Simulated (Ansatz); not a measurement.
Runs of Ansatz 0.2.0 on CuO. It takes space group Cccm (No. 66, orthorhombic). The conventional cell has a = 3.982 Å, b = 4.307 Å, c = 5.156 Å, α = 90.00°, β = 90.00°, γ = 90.00°. Cu (site symmetry 2/m) has 4 O at 1.95 Å as nearest neighbours. O (site symmetry 222) has 4 Cu at 1.95 Å as nearest neighbours. Measurements of this composition are mostly on another form, of space group No. 15.

```csv
task,level,U,cell,k mesh,cutoff (eV),atoms under strain,points for each segment of the path,hubbard projectors,double counting,gap on the mesh (eV),pressure (GPa),relaxed volume (Å³/atom)
relaxation of cell and atoms,BLYP,-,relaxed,9 × 9 × 5,420,-,-,-,-,none,0.0,11.65
elastic constants,r2SCAN,-,as given,8 × 8 × 5,500,relaxed,-,-,-,none,(a),-
relaxation of cell and atoms,LDA,-,relaxed,9 × 9 × 5,420,-,-,-,-,none,0.0,10.27
band structure,PBEsol+U,Cu d U = 4.5 eV,as given,9 × 9 × 5,420,-,14,ortho-atomic (the default),fll (the default),none,-3.7,-
```

Alike in all rows: potentials or basis Ansatz PAW; no spin polarisation; smearing fermi-dirac 0.05 eV.

Problem. Estimate the missing entries.

Solution. (a) -4.9.

Caveats: the run has no spin polarisation, though such a crystal can be magnetic; the PAW data sets come from PBE, with cores solved anew for the run's functional, which leaves a small shift of forces and pressure; semilocal functionals often make such compounds metallic where correlation or magnetic order opens a gap, which also shifts bond lengths (some runs); the plane-wave basis is chosen anew once the cell has moved, so the energies of steps on either side of that aren't comparable (some runs); the cell is more than 3 GPa from zero pressure, which shifts response properties (some runs); elastic constants of metals need much finer meshes, so these are rough (some runs); U without spin polarisation on a metal has little footing (some runs).

A gap of «none» marks a metal or a gap under the smearing width.

Runs at the PBE level aren't shown here.
